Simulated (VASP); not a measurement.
Na, 7 atoms in the cell. The cell holds a slab with vacuum, 7 atoms: a = 4.167 Å, b = 3.609 Å, c = 33.678 Å, α = 90.00°, β = 90.00°, γ = 54.74°. The cell was built by a generator and needn't be a form met in nature.

| Property | Result |
| --- | --- |
| Program | VASP 6.6.1 |
| Task | single point |
| Functional | PBEsol |
| Potentials or basis | VASP PAW PBE potentials, release 64 (Na_pv) |
| Cutoff | 520 eV |
| k mesh | 11 × 11 × 1 |
| Occupations | methfessel-paxton, width 0.1 eV |
| Spin | no spin polarisation |
| Dipole correction | yes |
| Further INCAR settings | ALGO = Fast; EDIFF = 1e-06; NBANDS = 34 |

Potentials or basis: VASP PAW PBE potentials, release 64 (Na_pv).

Launch:

```bash
$ cat potpaw_PBE.64/Na_pv/POTCAR > POTCAR
$ mpirun -np 1 vasp_std > vasp.out
```

Hardware: 1 thread of Intel(R) Xeon(R) 6975P-C (Granite Rapids), with other jobs on the host.

Question: Estimate the wall time of this run.

Answer: It took 6.9 min on 1 thread of Intel(R) Xeon(R) 6975P-C (Granite Rapids) (shared host), peak memory 0.7 GiB. Counts: scf iterations 21, k points 36.
